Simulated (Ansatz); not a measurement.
## fcc against bcc along group 5

The calculation used DFT, PBEsol, plane waves (420 eV) with PAW, scalar-relativistic in Ansatz. The PAW files were generated under PBE, with cores re-solved for the functional.

Each structure is relaxed within its symmetry, in the lowest magnetic state of the tried starts. Differences under about 8 meV lie within the error of the k-point mesh.

```csv
element,E(fcc) − E(bcc) (meV/atom),V(fcc) (Å³/atom),V(bcc) (Å³/atom),state of fcc,state of bcc
V,267,13.41,12.96,spin not included,spin not included
Nb,349,18.17,17.49,spin not included,spin not included
Ta,265,18.21,17.71,spin not included,spin not included
```
